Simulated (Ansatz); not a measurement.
# Preparing TiO2 (I4_1/amd) as a host crystal

Before any defect goes in: TiO2 (I4_1/amd) at rest, and how it screens a charge.

Main program and level: Ansatz 0.2.0; plane-wave PAW DFT, r2SCAN; relaxation of the host's cell and atoms; PAW set soft_1, in the first sound run; inputs show where later runs differ.

**Measured values to reproduce.**

For TiO2, anatase (single crystal, quoted from earlier work), “Preparation of hydrogen, fluorine and chlorine doped and co-doped titanium dioxide photocatalysts: a theoretical and experimental approach” (2021, pmc:7952686) quotes earlier work: lattice constant a (a = b, tetragonal cell) 3.782 Å [literature value quoted in the paper's theory part]; lattice constant c (c, tetragonal cell) 9.502 Å [literature value quoted in the paper's theory part].

For TiO2, anatase (commercial powder, mean particle diameter 143 nm, hand pressed, 300 K), “Part I: determination of a structure/property transformation mechanism responsible for changes in the point of zero change of anatase titania with decreasing particle size” (2024, pmc:11477903) gives, by UV-VIS-NIR reflection spectroscopy: band gap (indirect optical gap from reflection cut-off wavelength, 143 nm …) 3.261 eV [Gap from reflection cut-off wavelength, not a Tauc fit; hand-pressed powder; same powder …].

## 1. The starting structure

Symmetry: I4_1/amd, No. 141, tetragonal system. The conventional cell has a = 3.783 Å, b = 3.783 Å, c = 9.615 Å, α = 90.00°, β = 90.00°, γ = 90.00°. Nearest to Ti lie 6 O at 1.94 to 1.99 Å. O has 3 Ti at 1.94 to 1.99 Å nearest. Farther neighbours and most contacts between anions are not listed.

## 2. Host cell relaxation

Lattice and positions are set free, within the symmetry that the program keeps.

cell/input.yaml

```yaml
crystal:
  lattice:
    - [-1.8912698, 1.8912698, 4.8075108]
    - [1.8912698, -1.8912698, 4.8075108]
    - [1.8912698, 1.8912698, -4.8075108]
  atoms:
    - { symbol: Ti, position: [0.0, 0.0, 0.0] }
    - { symbol: Ti, position: [0.75, 0.25, 0.5] }
    - { symbol: O, position: [0.95715212, 0.45715212, 0.5] }
    - { symbol: O, position: [0.20715212, 0.20715212, 0.0] }
    - { symbol: O, position: [0.54284788, 0.04284788, 0.5] }
    - { symbol: O, position: [0.79284788, 0.79284788, 0.0] }
basis:
  ecutwfc: 500
  xc_grid: 2
hamiltonian:
  xc: r2scan
  pseudopotentials: { kind: paw, azcp: { folder: soft_1 } }
kpoints:
  mp_grid: { grid: [10, 10, 10] }
scf:
  occupations: { method: fixed }
  max_iter: 100
relax:
  f_tol: 0.005
  max_steps: 60
  cell: {}
output:
  forces: true
  stress: true
checkpoint:
  write: "../cell.run"
  compress: false
  write_wavefunctions: false
  write_every: 100000
```

Command:

```bash
ansatz run input.yaml --threads 32 --pin off --max-ram 131891MiB --backend cuda --events-out ev --progress --plain --runs-dir out
```

Numbers of over 12 decimals in the logs are rounded to 6 here.

Output:

```text
[... repeated set-up lines and file paths are left out, and long positions are rounded to six places ...]
basis.fft_grid_basis auto: the FFT boxes are laid along the combinations [[1, 0, 1], [0, 1, 1], [0, 0, 1]] of the cell's own vectors, 3.783, 3.783 and 5.501 Å long. The dense box has 30×30×45 points. [...]
Engine: ansatz 0.2.0, aarch64-unknown-linux-gnu
Pseudopotentials: kind: paw
Pseudopotential: Ti, paw, valence charge 12, recommended cutoff 500 eV (meta_gga), soft_1/Ti.paw.azcp
Pseudopotential: O, paw, valence charge 6, recommended cutoff 500 eV (meta_gga), soft_1/O.paw.azcp
Functional definition: r2SCAN
  parameter k0 = 0.174
  parameter k1 = 0.065
  parameter a1 = 4.9479
  exchange = r2scan_x(k0 = k0, k1 = k1, a1 = a1)
  correlation = r2scan_c
[...]
Crystal: 6 atoms, lattice volume = 68.784 Å³
Basis set: ecut = 500 eV, 1701 PW (Γ), FFT grids on a1+a3, a2+a3, a3, exchange–correlation on 60×60×90 points (8 copies of the dense FFT grid, shifted against one another)
Bands: 30, of which v1, the nominal top of the filled ones, is band 24 counted from 1 (23 counted from 0)
Symmetry: 16 space group operations
Space group: I41/amd (ITA 141), of the structure as read, at distance tolerance 4.1e-5 Å
k-points: 102 of 1000
Non-local potential: Ti, projectors of the file, l = 0: 3, l = 1: 2, l = 2: 3, l = 3: 1
Non-local potential: O, projectors of the file, l = 0: 2, l = 1: 2, l = 2: 1
PAW form: soft (Blöchl's): semilocal exchange-correlation on the pseudo side does not see the compensation charge
PAW frozen core: Ti, regenerated for the run's functional (the file was generated under x = pbe(κ = 0.804, μ = 0.219515), c = pbe(β = 0.066725))
PAW frozen core: O, regenerated for the run's functional (the file was generated under x = pbe(κ = 0.804, μ = 0.219515), c = pbe(β = 0.066725))
PAW one-centre angular grid: Ti, 590 points (default); XC on 160 Gauss nodes
PAW one-centre angular grid: O, 302 points (default); XC on 160 Gauss nodes
Initial density: superposition of atomic densities (chi_scale 0.1, normalization cell, long waves kept (reshape's long-wave potential 0.00 eV rms))
Initial wavefunctions: pseudopotential atomic-orbital guess
[...]
Functional: x = r2scan, c = r2scan; τ floored in thin density (d = 2e-4 eV/Å³)
SCF iter   1: F=—  HF=-7292.790080 eV  |Δ(HF+E_count)|=         —  Δρ=7.72e-2  dr2=4.35e0  dr2_τ=7.07e-1  Hψ=10350
preconditioner: auto → none  [insulator: Δε(μ)=3.128 eV  Ē_g=10.842 eV  n_scr=14 (ndim 8)  ℏωp=25.3 eV  f_vac=0.000  ε∞_Penn≈6.5]
SCF iter   2: F=—  HF=-7293.209637 eV  |Δ(HF+E_count)|=   4.20e-1  Δρ=8.63e-2  dr2=4.32e0  dr2_τ=5.23e-1  Hψ=6546
[...]
SCF iter   4: F=—  HF=-7292.644389 eV  |Δ(HF+E_count)|=   1.27e-2  Δρ=1.02e-2  dr2=6.15e-2  dr2_τ=2.17e-3  Hψ=4262
automatic band count: iteration 4 solves 28 bands in place of 30: the levels show a gap, and the empty bands left out lie too high to hold charge; the band table lists the bands solved (type scf.n_extra_bands for more)
SCF iter   5: F=—  HF=-7292.657189 eV  |Δ(HF+E_count)|=   1.28e-2  Δρ=1.60e-3  dr2=6.20e-4  dr2_τ=1.61e-4  Hψ=4596
[...]
SCF iter   8: F=-7292.658068 eV  HF=-7292.658068 eV  |Δ(HF+E_count)|=   3.02e-7  Δρ=6.20e-6  dr2=1.31e-8  dr2_τ=2.65e-9  Hψ=12726
SCF 1 converged in 8 iterations: F = -7292.658068 eV  dr2 = 1.31e-8
  greatest PAW one-centre occupation: 1.000 electrons in one spin orbital (limit 2), on the Ti atom at site 1 (counted from 0), in its partial waves of l = 0
relax step   1: F+E_penalty+E_count = -7292.65806804 eV  Δ(F+E_penalty+E_count) = +0.000e0 eV  max|allowed force component| = 4.050e-2 eV/Å  Δτ_max = 0.0000 Å  P = -1.137 GPa  Ω = 68.784 Å³  (8 SCF iters, dr2 threshold 1.00e-7 eV, accepted)
[... the SCF cycles and remarks between the steps are left out from here to the last step ...]
relax step   2: F+E_penalty+E_count = -7292.65942803 eV  Δ(F+E_penalty+E_count) = -1.360e-3 eV  max|allowed force component| = 1.492e-2 eV/Å  Δτ_max = 0.0000 Å  P = -0.326 GPa  Ω = 68.536 Å³  energy of the carried Pulay correction = +1.951e-4 eV  (5 SCF iters, dr2 threshold 6.00e-7 eV, accepted)
relax step   3: F+E_penalty+E_count = -7292.65962449 eV  Δ(F+E_penalty+E_count) = -1.965e-4 eV  max|allowed force component| = 1.599e-3 eV/Å  Δτ_max = 0.0001 Å  P = +0.009 GPa  Ω = 68.434 Å³  energy of the carried Pulay correction = +2.749e-4 eV  (5 SCF iters, dr2 threshold 5.24e-7 eV, accepted)
[...]
iter 1 solved again at ethr=4.50e-8 eV; its pass at ethr=3.10e-3 eV (dr2=2.16e-5 eV) is discarded
SCF iter   1: F=—  HF=-7292.659047 eV  |Δ(HF+E_count)|=         —  Δρ=1.92e-5  dr2=3.01e-8  dr2_τ=1.09e-7  Hψ=18927
[...]
SCF iter   2: F=—  HF=-7292.659339 eV  |Δ(HF+E_count)|=   2.92e-4  Δρ=9.70e-6  dr2=7.93e-9  dr2_τ=8.25e-9  Hψ=5110
SCF iter   3: F=—  HF=-7292.659339 eV  |Δ(HF+E_count)|=   1.84e-8  Δρ=4.92e-6  dr2=1.53e-8  dr2_τ=1.25e-9  Hψ=4488
SCF iter   4: F=—  HF=-7292.659339 eV  |Δ(HF+E_count)|=   2.76e-9  Δρ=8.21e-7  dr2=2.00e-10  dr2_τ=7.30e-11  Hψ=4488
SCF iter   5: F=-7292.659339 eV  HF=-7292.659339 eV  |Δ(HF+E_count)|=  5.73e-11  Δρ=1.23e-7  dr2=4.15e-12  dr2_τ=1.23e-12  Hψ=12957
SCF 4 converged in 5 iterations: F = -7292.659339 eV  dr2 = 4.15e-12
relax step   4: F+E_penalty+E_count = -7292.65933929 eV  Δ(F+E_penalty+E_count) = +2.852e-4 eV  max|allowed force component| = 1.572e-3 eV/Å  Δτ_max = 0.0000 Å  P = +0.011 GPa  Ω = 68.434 Å³  stress off target by 4.26e-2 GPa  SCF on the basis re-selected at this cell (its energy is not comparable with the rows above)  (5 SCF iters)
basis re-selected at this cell: Δ(F+E_penalty+E_count) = +2.852e-4 eV, ΔP = +0.002 GPa vs the last step (what re-selecting the basis moved, of the pressure what is left beyond the Pulay correction that the steps carried, after the strain that the cell walked [...]
SCF converged after 5 iterations
Free energy (F): -7292.659339 eV
Harris-Foulkes:  -7292.659339 eV  (|F-HF|=2.73e-12)
Internal energy: -7292.659339 eV  (E = F + TS)
E sigma→0 (E₀):  -7292.659339 eV
Fermi energy:    6.819322 eV
--- Per-component energies (eV) ---
  E_band       = -511.526548
  E_kinetic    = 1237.215415
  E_local      = -3680.625685  (includes V_loc(G=0)·N_el)
  E_nonlocal   = 317.879988
  E_hartree    = 1415.361100
  E_xc         = -511.569910
  E_vxc        = -735.440784  (∫ρ·V_xc dr)
  E_paw        = -2754.286045  (= ΣΔE_a)
  E_vpaw       = -528.600379  (= ΣTr[D̂ρ^β])
  E_aug_tail   = 0.001071  (compensation charges beyond the density's cutoff)
  E_vtau       = 47.321660  (kinetic-family band-sum trace: ∫τ·v_τ [+ j·A + Jᵃ·Aᵃ] dr)
  E_ewald      = -3316.000596
  E_core_change = -0.634677  (= ΣΔE_core)
  E_smearing   = -0.000000  (= −TS)
  E_closure    = -0.000000  (closes the sum)
  Σ components = -7292.659339   (vs F -7292.659339, Δ=0.00e0)
--- Forces (eV/Å), atoms counted from 1 ---
  atom   1  Ti    -0.00000000     0.00000000     0.00000000
  atom   2  Ti    -0.00000000     0.00000000     0.00000000
  atom   3  O     -0.00000000     0.00000000    -0.00157188
  atom   4  O      0.00000000    -0.00000000    -0.00157188
  atom   5  O     -0.00000000    -0.00000000     0.00157188
  atom   6  O     -0.00000000    -0.00000000     0.00157188
  max |Σ_I F_I| component: 2.60e-18 eV/Å
--- Stress (GPa, compression-positive) ---
        0.037964       0.000000      -0.000000
        0.000000       0.037964      -0.000000
        0.000000       0.000000      -0.042601
  P = ⅓ Tr σ = 0.0111 GPa (0.111 kbar)
--- Band table (eV; the first three rows and the last of 102) ---
  k-point 0: bands = ["-51.7614", "-51.7029", "-27.1617", "-26.9220", "-26.9220", "-26.8534", "-26.8534", "-26.7665", "-11.8275", [... rest cut ...]
  k-point 1: bands = ["-51.7596", "-51.7040", "-27.1611", "-26.9414", "-26.9290", "-26.8643", "-26.8536", "-26.7628", "-11.7305", [... rest cut ...]
--- Relaxed structure (3 steps of the walk, 3 accepted, 1 SCFs on fresh bases) ---
  F+E_penalty+E_count = -7292.65933929 eV   max|allowed force component| = 1.572e-3 eV/Å   (the final SCF, on the basis selected at the relaxed cell)
  cell:  # Å, volume = 68.4345 Å³
    - [-1.888614, 1.888614, 4.796547]
    - [1.888614, -1.888614, 4.796547]
    - [1.888614, 1.888614, -4.796547]
  atoms:
    - { symbol: Ti, position: [0, 0, 0] }
    - { symbol: Ti, position: [0.75, 0.25, 0.5] }
    - { symbol: O, position: [0.957160, 0.457160, 0.500000] }
    - { symbol: O, position: [0.207160, 0.207160, 0] }
    - { symbol: O, position: [0.542840, 0.042840, 0.5] }
    - { symbol: O, position: [0.792840, 0.792840, 0] }
```

Run time: 2.9 s. Hardware: 1 × NVIDIA GB200 with 32 threads of Arm Neoverse V2, shared host; peak memory 1.1 GiB.

Relaxation path:

| step | energy less that of the first step (eV) | largest force component (eV/Å) | pressure (GPa) | volume (Å³) |
| --- | --- | --- | --- | --- |
| 1 | 0.0000 | 0.0405 | -1.14 | 68.78 |
| 2 | -0.0014 | 0.0149 | -0.33 | 68.54 |
| 3 | -0.0016 | 0.0016 | 0.01 | 68.43 |
| 4* | -0.0013 | 0.0016 | 0.01 | 68.43 |

Relaxation steps marked * repeat the geometry before them on a plane-wave basis chosen anew for their cell, so energy and pressure can jump there.

The run keeps the 16 symmetry operations that it works with, so distortions that break them were not tested.

| conventional cell, symmetrised | before | after | change |
| --- | --- | --- | --- |
| a (Å) | 3.783 | 3.777 | -0.1 % |
| b (Å) | 3.783 | 3.777 | -0.1 % |
| c (Å) | 9.615 | 9.593 | -0.2 % |
| volume (Å³/atom) | 11.46 | 11.41 | -0.5 % |

The relaxed structure:

```xyz
6
Lattice="-1.8886 1.8886 4.7965 1.8886 -1.8886 4.7965 1.8886 1.8886 -4.7965" Properties=species:S:1:pos:R:3 pbc="T T T"
Ti    0.0000    0.0000    0.0000
Ti    0.0000    1.8886    2.3983
O     0.0000    1.8886    4.3856
O     0.0000    0.0000    1.9873
O     0.0000    1.8886    0.4110
O     0.0000    0.0000    7.6058
```

Numbers from this step:

* pressure: 0.01111 GPa

The relaxation ends with a largest force component of 0.0016 eV/Å and a pressure of 0.01 GPa.

## 3. Dielectric tensors of the host

The response to a uniform electric field gives the electronic dielectric tensor.

This step: plane-wave PAW DFPT, PBEsol; dielectric tensors, Born charges and zone-centre modes of the host; PAW set soft_1 (Ansatz 0.2.0).

eps/input.yaml

```yaml
crystal:
  lattice:
    - [-1.8886139071, 1.8886139071, 4.7965469208]
    - [1.8886139071, -1.8886139071, 4.7965469208]
    - [1.8886139071, 1.8886139071, -4.7965469208]
  atoms:
    - { symbol: Ti, position: [0.0, 0.0, 0.0] }
    - { symbol: Ti, position: [0.75, 0.25, 0.5] }
    - { symbol: O, position: [0.9571603797, 0.4571603797, 0.5] }
    - { symbol: O, position: [0.2071603797, 0.2071603797, 0.0] }
    - { symbol: O, position: [0.5428396203, 0.0428396203, 0.5] }
    - { symbol: O, position: [0.7928396203, 0.7928396203, 0.0] }
basis:
  ecutwfc: 420
hamiltonian:
  xc: pbesol
  pseudopotentials: { kind: paw, azcp: { folder: soft_1 }, xc_functional: pbe }
kpoints:
  mp_grid: { grid: [9, 9, 9] }
scf:
  occupations: { method: fixed }
  max_iter: 100
phonons:
  method: dfpt
  dielectric: true
  rigid_motions: translations
```

Output:

```text
[...]
Crystal: 6 atoms, lattice volume = 68.434 Å³
Basis set: ecut = 420 eV, 1317 PW (Γ), exchange–correlation on 80×80×80 points (8 copies of the dense FFT grid, shifted against one another)
Bands: 30, of which v1, the nominal top of the filled ones, is band 24 counted from 1 (23 counted from 0)
Symmetry: 16 space group operations
k-points: 365 of 729 (irreducible under 1 space group operation, time reversal used)
[...]
SCF iter   1: F=—  HF=-7200.070294 eV  |Δ(HF+E_count)|=         —  Δρ=5.36e-2  dr2=2.13e0  Hψ=35877
[...]
SCF iter   2: F=—  HF=-7199.817006 eV  |Δ(HF+E_count)|=   2.53e-1  Δρ=4.31e-2  dr2=8.65e-1  Hψ=20944
[...]
SCF iter  10: F=-7199.750091 eV  HF=-7199.750091 eV  |Δ(HF+E_count)|=   1.81e-9  Δρ=3.41e-7  dr2=4.62e-11  Hψ=71048
SCF 1 converged in 10 iterations: F = -7199.750091 eV  dr2 = 4.62e-11
[...]
the response reads at least the filled bands of the reference SCF and the lowest empty band at each k-point, and that SCF's band table does not vouch for those bands. The notice of the band table in this run's record says why
[...]
NSCF: frozen V_eff on 1 k-points
[...]
NSCF: frozen V_eff on 75 k-points, pencils in batches of 32, up to order 120
[...]
DFPT response loops at q = (0, 0, 0) (fractional): preconditioner auto → Resta (q_TF=auto, 2.572 Å⁻¹)  ε∞=5.3 (no band partly filled); β = 1.00, the filter's whole step (`scf.mixing.beta` (0.50) is not read by the response loops at its default; [...]
[...]
DFPT response loops at Γ: preconditioner auto → Resta (q_TF=auto, 2.572 Å⁻¹)  ε∞=5.3 (no band partly filled); β = 1.00, the filter's whole step (`scf.mixing.beta` (0.50) is not read by the response loops at its default; [...]
── the response to a field inside a basis, on 10×10×10 k-points: an SCF that follows is theirs, and a resumed run solves both again ──
[...]
Bands: 25, of which v1, the nominal top of the filled ones, is band 24 counted from 1 (23 counted from 0)
k-points: 99 of 1000
[...]
Eigensolver: Dense (99 Hₖ)
SCF iter   1: F=—  HF=-7199.733375 eV  |Δ(HF+E_count)|=         —  Δρ=2.76e-4  dr2=1.15e-5
[...]
SCF iter   4: F=-7199.733379 eV  HF=-7199.733378 eV  |Δ(HF+E_count)|=   2.24e-6  Δρ=1.40e-5  dr2=5.93e-8
SCF 1 converged in 4 iterations: F = -7199.733379 eV  dr2 = 5.93e-8
[...]
SCF converged after 10 iterations
Free energy (F): -7199.750091 eV
[...]
Internal energy: -7199.750091 eV  (E = F + TS)
E sigma→0 (E₀):  -7199.750091 eV
Fermi energy:    7.077819 eV
[...]
--- Band table (eV; the first three rows and the last of 365) ---
[...]
--- Phonons (Γ-DFPT): 5 representative perturbations + reference (Σ response iterations 29) ---
  k mesh reduced under 1 symmetry operation, with k and −k counted as one. Each operation leaves every solved perturbation unchanged. A smaller set is not considered because the run solves the response to a homogeneous field
  ASR residual: 1.648e-4 → 0.000e0 eV/Å²; symmetrization residual: 3.228e-10 eV/Å²
  ASR residual per site (eV/Å²): 1.65e-4 1.65e-4 1.27e-4 1.27e-4 1.27e-4 1.27e-4
  Γ frequencies (cm⁻¹): 0.00 0.00 0.00 127.71 127.71 172.10 172.10 223.19 223.19 321.15 368.24 408.82 408.82 484.96 506.99 532.79 610.92 610.92
  ε∞ (high-frequency dielectric tensor):
        6.863646     0.000000    -0.000000
        0.000000     6.863646    -0.000000
       -0.000000    -0.000000     6.300011
  ε⁰ (static dielectric tensor: ions relaxed, cell fixed):
       65.678789     0.000000    -0.000000
        0.000000    65.678789    -0.000000
       -0.000000    -0.000000    30.221433
  ε⁰ − ε∞ (ionic part):
       58.815143     0.000000    -0.000000
        0.000000    58.815143    -0.000000
       -0.000000    -0.000000    23.921423
  softest optical mode at Γ: 127.71 cm⁻¹; the repairs (sum rule, projections) moved no ω² at Γ by more than (1.47 cm⁻¹)²
  Born effective charges Z* (e; rows j = field, columns β = displacement):
    site 0:
         6.54303    0.00000    0.00000
         0.00000    6.54303    0.00000
         0.00000   -0.00000    5.73606
    site 1:
         6.54303   -0.00000   -0.00000
        -0.00000    6.54303    0.00000
         0.00000    0.00000    5.73606
    site 2:
        -5.43404   -0.00000   -0.00000
         0.00000   -1.10899   -0.00000
         0.00000    0.00000   -2.86803
    site 3:
        -1.10899    0.00000   -0.00000
         0.00000   -5.43404   -0.00000
        -0.00000    0.00000   -2.86803
    site 4:
        -1.10899    0.00000    0.00000
         0.00000   -5.43404   -0.00000
        -0.00000   -0.00000   -2.86803
    site 5:
        -5.43404   -0.00000   -0.00000
         0.00000   -1.10899    0.00000
         0.00000   -0.00000   -2.86803
  Z* charge neutrality: 5.664e-3 e pre-enforcement
  solved inside a basis spanned on kpoints, on 10×10×10 k-points, its susceptibility summed on 10×10×14: ε∞ is read to err by 2.2e-2, Z* by 2.4e-2 e (field_mesh: kpoints solves on kpoints); Z* is corrected for what the basis lacks
  optical modes at Γ without the LO–TO term, one row a degenerate level:
      ω (cm⁻¹)  modes    IR ((D/Å)²/amu)
        127.71      2             0.0000
        172.10      2             0.0000
        223.19      2           157.4636
        321.15      1            79.1621
        368.24      1             0.0000
        408.82      2           102.4900
        484.96      1             0.0000
        506.99      1             0.0000
        532.79      1             0.0000
        610.92      2             0.0000
  optical modes at Γ + LO–TO along q̂ = [1.0000, 0.0000, 0.0000]:
      ω (cm⁻¹)  modes    IR ((D/Å)²/amu)
        127.71      2             0.0000
        172.10      2             0.0000
        223.19      1            78.7318
[...]
optical modes at Γ + LO–TO along q̂ = [0.0000, 1.0000, 0.0000]:
      ω (cm⁻¹)  modes    IR ((D/Å)²/amu)
[...]
610.92      2             0.0000
        831.88      1           128.6800
  optical modes at Γ + LO–TO along q̂ = [0.0000, 0.0000, 1.0000]:
      ω (cm⁻¹)  modes    IR ((D/Å)²/amu)
        127.71      2             0.0000
        172.10      2             0.0000
        223.19      2           157.4636
        368.24      1             0.0000
        408.82      2           102.4900
        484.96      1             0.0000
        506.99      1             0.0000
        532.79      1             0.0000
        610.92      2             0.0000
        703.39      1            79.1621
```

Wall time 15 s (1 × NVIDIA GB200 with 32 threads); peak memory 3.8 GiB.

Electronic dielectric tensor:

```
6.86 0.00 0.00
0.00 6.86 0.00
0.00 0.00 6.30
```

Static dielectric tensor:

```
65.68  0.00  0.00
 0.00 65.68  0.00
 0.00  0.00 30.22
```

The principal values of the electronic dielectric tensor are 6.30, 6.86 and 6.86. The principal values of the static dielectric tensor are 30.22, 65.68 and 65.68.

(Continued in part 2 of 2.)

[Logs are printed without paths, hosts, clocks, repeated set-up lines and the standing remarks that a program may print on its own settings, such as how far it seeks lower states.]

[Hosts, paths, dates, database ids (printed as entryN), source tags and the programs' standing remarks are cut or masked in the printed files.]

[Runs of the host that timed out are not shown.]

[For some hosts the program warned that the k-mesh of the response run may be too coarse for force constants and the static dielectric constant; such warnings are not always shown.]
